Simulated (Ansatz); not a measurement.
The cell is the one relaxed in the Materials Project (mp-91), not relaxed further here; entries there can be hypothetical.

An input for W and the output that it gave: DFT, r2SCAN, all-electron PAW with datasets made for the crystal, scalar-relativistic (Ansatz 0.2.0).

```yaml
crystal:
  lattice:
    - [-1.5851577801, 1.5851577801, 1.5851577801]
    - [1.5851577801, -1.5851577801, 1.5851577801]
    - [1.5851577801, 1.5851577801, -1.5851577801]
  atoms:
    - { symbol: W, position: [0.0, 0.0, 0.0] }
kpoints:
  mp_grid: { grid: [16, 16, 16] }
  band_path:
    path:
      - [0.0, 0.0, 0.0]
      - [0.5, -0.5, 0.5]
      - [0.0, 0.0, 0.5]
      - [0.0, 0.0, 0.0]
      - [0.25, 0.25, 0.25]
      - [0.5, -0.5, 0.5]
      - [0.25, 0.25, 0.25]
      - [0.0, 0.0, 0.5]
    npoints: 8
scf:
  occupations: { method: fermi_dirac, width: 0.03 }
hamiltonian:
  xc: r2scan
  pseudopotentials: { kind: all_electron, datasets: crystal }
output:
  forces: true
  stress: true
  eigenvalues: true
  efg: { contact_densities: true }
```

The log:

```
hamiltonian.pseudopotentials.datasets: crystal makes datasets for this crystal and solves the spheres of its atoms anew in each pass: cutoff 460.0 eV, the density's 3220.0 eV; for an error of 0.50 meV an atom under PBE, 0.5 meV for the cell; an energy difference from a run of another recipe may be off by several times the error for the cell, under r2SCAN by more, where some 0.1 meV an atom stays at smaller errors; W in spheres of 1.371 Å, 28 of its electrons in bands
W: output.efg is read without spin–orbit coupling, which moves field gradients at and beside such atoms by some per cent and up to a factor of two; PAW files take it under magnetization.noncollinear and magnetization.spin_orbit
Engine: ansatz 0.2.0
Pseudopotentials: kind: all_electron
Pseudopotential: W, paw, valence charge 28, recommended cutoff 460 eV (normal), Koelling and Harmon's equation, gaussian nucleus
Functional definition: r2SCAN
  parameter k0 = 0.174
  parameter k1 = 0.065
  parameter a1 = 4.9479
  exchange = r2scan_x(k0 = k0, k1 = k1, a1 = a1)
  correlation = r2scan_c
Crystal: 1 atoms, lattice volume = 15.932 Å³
Basis set: ecut = 460 eV, 369 PW (Γ), exchange–correlation on 81×81×81 points (27 copies of the dense FFT grid, shifted against one another)
Bands: 18, of which v1, the nominal top of the filled ones, is band 14 counted from 1 (13 counted from 0)
Symmetry: 48 space group operations
Space group: Im-3m (ITA 229), of the structure as read, at distance tolerance 2.5e-5 Å
k-points: 145 of 4096
Non-local potential: W, projectors of the file, l = 0: 2, l = 1: 2, l = 2: 2, l = 3: 2
PAW form: soft (Blöchl's): semilocal exchange-correlation on the pseudo side does not see the compensation charge
PAW one-centre angular grid: W, 974 points (default); XC on its mesh's 1821 points in the sphere
Initial density: superposition of atomic densities (neutral atoms: chi_scale 0, normalization atom)
Initial wavefunctions: pseudopotential atomic-orbital guess
Functional: x = r2scan, c = r2scan; τ floored in thin density (d = 2e-4 eV/Å³)
iter 1 solved again at ethr=5.64e-3 eV; its pass at ethr=1.00e-1 eV (dr2=1.58e0 eV) is discarded
SCF iter   1: F=—  HF=-439251.194962 eV  |F-HF|=—  |Δ(HF+E_count)|=         —  Δρ=9.76e-2  dr2=1.58e0  dr2_τ=2.70e-2  ethr=5.64e-3  ⟨swp⟩=2.1  Hψ=12874  notcnv=0
preconditioner: auto → Kerker (q_TF=auto, 2.997 Å⁻¹)  [metal: Δε(μ)=0.043 eV  Ē_g=30.704 eV  σ=0.030 eV  W_gap=0.35  n_scr=12 (ndim 8)  ℏωp=47.4 eV  f_vac=0.000  D(μ)=0.41/eV (n_scr^D=0)]
SCF iter   2: F=—  HF=-439251.052342 eV  |F-HF|=—  |Δ(HF+E_count)|=   1.43e-1  Δρ=7.01e-2  dr2=8.19e-1  dr2_τ=1.09e-4  ethr=5.63e-3  ⟨swp⟩=2.0  Hψ=5220  notcnv=0
preconditioner: auto → none  [insulator: Δε(μ)=0.068 eV  Ē_g=30.838 eV  σ=0.030 eV  W_gap=0.50  n_scr=12 (ndim 8)  ℏωp=47.4 eV  f_vac=0.000  D(μ)=0.36/eV (n_scr^D=0)  ε∞_Penn≈3.4]
iter 3 solved again at ethr=1.78e-4 eV; its pass at ethr=2.93e-3 eV (dr2=4.98e-2 eV) is discarded
SCF iter   3: F=—  HF=-439250.891473 eV  |F-HF|=—  |Δ(HF+E_count)|=   1.61e-1  Δρ=1.97e-2  dr2=4.98e-2  dr2_τ=2.11e-3  ethr=1.78e-4  ⟨swp⟩=2.0  Hψ=12779  notcnv=0  defer=4
SCF iter   4: F=—  HF=-439250.958513 eV  |F-HF|=—  |Δ(HF+E_count)|=   6.70e-2  Δρ=2.39e-2  dr2=9.56e-2  dr2_τ=5.20e-3  ethr=1.78e-4  ⟨swp⟩=3.8  Hψ=7934  notcnv=0  recentre
SCF iter   5: F=—  HF=-439250.903715 eV  |F-HF|=—  |Δ(HF+E_count)|=   5.48e-2  Δρ=6.12e-3  dr2=3.73e-3  dr2_τ=2.43e-4  ethr=1.78e-4  ⟨swp⟩=3.3  Hψ=7814  notcnv=0  defer=1
SCF iter   6: F=—  HF=-439250.907313 eV  |F-HF|=—  |Δ(HF+E_count)|=   3.60e-3  Δρ=1.37e-3  dr2=1.97e-4  dr2_τ=5.58e-6  ethr=1.33e-5  ⟨swp⟩=3.0  Hψ=5495  notcnv=0
SCF iter   7: F=—  HF=-439250.911970 eV  |F-HF|=—  |Δ(HF+E_count)|=   4.66e-3  Δρ=4.79e-4  dr2=3.33e-6  dr2_τ=5.30e-5  ethr=7.03e-7  ⟨swp⟩=3.0  Hψ=6442  notcnv=0
SCF iter   8: F=—  HF=-439250.912055 eV  |F-HF|=—  |Δ(HF+E_count)|=   8.51e-5  Δρ=1.50e-4  dr2=8.21e-7  dr2_τ=2.16e-7  ethr=1.19e-8  ⟨swp⟩=3.0  Hψ=6673  notcnv=0
SCF iter   9: F=—  HF=-439250.912055 eV  |F-HF|=—  |Δ(HF+E_count)|=   3.84e-7  Δρ=7.12e-6  dr2=9.87e-10  dr2_τ=2.38e-8  ethr=2.93e-9  ⟨swp⟩=3.0  Hψ=4953  notcnv=0
SCF iter  10: F=—  HF=-439250.912055 eV  |F-HF|=—  |Δ(HF+E_count)|=   1.26e-8  Δρ=8.62e-7  dr2=2.44e-11  dr2_τ=2.32e-11  ethr=3.52e-12  ⟨swp⟩=3.4  Hψ=6751  notcnv=0
SCF iter  11: F=-439250.912055 eV  HF=-439250.912055 eV  |F-HF|=1.75e-10  |Δ(HF+E_count)|=  1.75e-10  Δρ=4.78e-7  dr2=2.68e-11  dr2_τ=9.84e-12  ethr=1.00e-12  ⟨swp⟩=2.7  Hψ=4761  notcnv=0
SCF 1 converged in 11 iterations: F = -439250.912055 eV  dr2 = 2.68e-11
  Residual-converged pass: ⟨swp⟩=2.0  Hψ=2991  notcnv=0  max |occ|·‖R‖ = 3.7e-6 eV (tolerance 3.7e-6 eV)  dr2=2.76e-11  dr2_τ=9.99e-12  dr2_onsite=1.42e-8  max |Δocc| = 3.7e-12
  greatest PAW one-centre occupation: 1.000 electrons in one spin orbital (limit 2), on the W atom at site 0 (counted from 0), in its partial waves of l = 3
NSCF: frozen V_eff on 57 k-points
SCF converged after 11 iterations
Free energy (F): -439250.912055 eV
Harris-Foulkes:  -439250.912055 eV  (|F-HF|=1.75e-10)
Internal energy: -439250.909872 eV  (E = F + TS)
E sigma→0 (E₀):  -439250.910964 eV
Entropy (-TS):   -0.002183 eV (-2.183 meV/atom)
Past the cutoff: the bands carry plane waves up to 2.50 times it, of which those up to 1.5 times it add -0.001475 eV an atom, each by itself; the spheres take 0.001686 eV an atom off the energy for waves past 2.50 times it
Past the cutoffs: a stress includes 0.0074 GPa for waves and charges beyond them, in addition to the slope of what the spheres take
In the spheres:  the bands' charges fall short by 4.9e-6 e at most (sound up to 1e-3)
Fermi energy:    28.862651 eV
--- Per-component energies (eV) ---
  The terms above E_closure are by the made datasets' own strengths, without shells solved beside the bands.
--- Forces (eV/Å), atoms counted from 1 ---
  atom   1  W      0.00000000    -0.00000000     0.00000000
  max |Σ_I F_I| component: 4.93e-32 eV/Å
--- Stress (GPa, compression-positive) ---
       -0.526753       0.000000      -0.000000
        0.000000      -0.526753      -0.000000
        0.000000      -0.000000      -0.526753
  P = ⅓ Tr σ = -0.5268 GPa (-5.268 kbar)
--- PAW observables at the nuclei: V_zz in 10²¹ V/m², potentials from the cell's mean, atoms counted from 1 ---
  atom   1  W  V_zz =    -0.000000   η = 0.0000   by run symmetry: forbidden
            electrostatic potential = -14821.300012 V   contact ρ = 8800003.885706 e/Å³
--- Band table (eV; the first three rows and the last of 145) ---
  k-point 0: bands = ["-47.2198", "-10.1271", "-10.1271", "-10.1271", "0.0411", "0.0411", "0.0411", "0.0675", "0.0675", "0.0675", "0.1372", "18.7396", "27.5470", "27.5470", "27.5470", "31.3683", "31.3683"]
  k-point 1: bands = ["-47.2143", "-10.1827", "-10.1443", "-10.1273", "0.0417", "0.0423", "0.0426", "0.0662", "0.0671", "0.0672", "0.1353", "18.9365", "27.4271", "27.5190", "27.7363", "31.1741", "31.3683"]
  k-point 2: bands = ["-47.1985", "-10.3391", "-10.1930", "-10.1281", "0.0432", "0.0459", "0.0466", "0.0626", "0.0656", "0.0664", "0.1303", "19.4994", "27.1023", "27.3948", "28.2958", "30.7913", "31.3809"]
  k-point 144: bands = ["-46.9651", "-11.0722", "-11.0722", "-11.0722", "0.0418", "0.0418", "0.0418", "0.0479", "0.0926", "0.0926", "0.0926", "22.8564", "22.8564", "34.1190", "34.1190", "34.1190", "37.3498"]
```
